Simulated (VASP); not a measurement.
Set up this calculation in VASP 6.6.1, as the native input.

- Task: relaxation of cell and atoms
- Functional: PBE
- Dispersion: D3(BJ)
- Potentials or basis: VASP PAW PBE potentials, release 64 (Se)
- Cutoff: 600 eV
- k mesh: 9 × 9 × 6
- Occupations: gaussian, width 0.03 eV
- Spin: no spin polarisation
- Further INCAR settings: ALGO = Normal; EDIFF = 1e-07; IBRION = 2; EDIFFG = -0.005; NSW = 90; ISIF = 3

The structure of Se lies in POSCAR:

```
Se                                      
1.0
    4.0646724215      0.0000000000     -0.0000000000
   -2.0323362107      3.5201095751      0.0000000000
    0.0000000000     -0.0000000000      5.1336898542
  Se            
     3
Direct
     0.2477491664428600    0.0000000000000000    0.3333333332999970
     0.0000000000000001    0.2477491664428599    0.6666666667000030
     0.7522508335571398    0.7522508335571398    0.0000000000000000
```

These files were run (other wordings do the same):

INCAR

```
PREC = Accurate
ENCUT = 600
EDIFF = 1E-7
ISMEAR = 0
SIGMA = 0.03
LREAL = False
LASPH = True
NELM = 80
ALGO = Normal
ISIF = 3
LWAVE = False
LCHARG = False
GGA = PE
IVDW = 12
IBRION = 2
NSW = 90
EDIFFG = -0.005
```

KPOINTS

```
regular mesh
0
Gamma
  9 9 6
```

Potentials or basis: VASP PAW PBE potentials, release 64 (Se).

The run is started by

```sh
$ cat potpaw_PBE.64/Se/POTCAR > POTCAR
$ mpirun -np 1 vasp_std > vasp.out
```

It gave:

- Pressure after relaxing: 0.0 GPa
- Band gap on the k mesh: 0.51 eV, direct
- Dispersion energy per atom: -0.356 eV

Caveat: the relaxation stopped at its first step, so nothing moved; an odd mesh through Γ misses points on the zone boundary, where band edges often lie.

Wall time 26 s on 1 thread of Intel(R) Xeon(R) 6975P-C (Granite Rapids), on a shared host, peak memory 0.23 GiB.
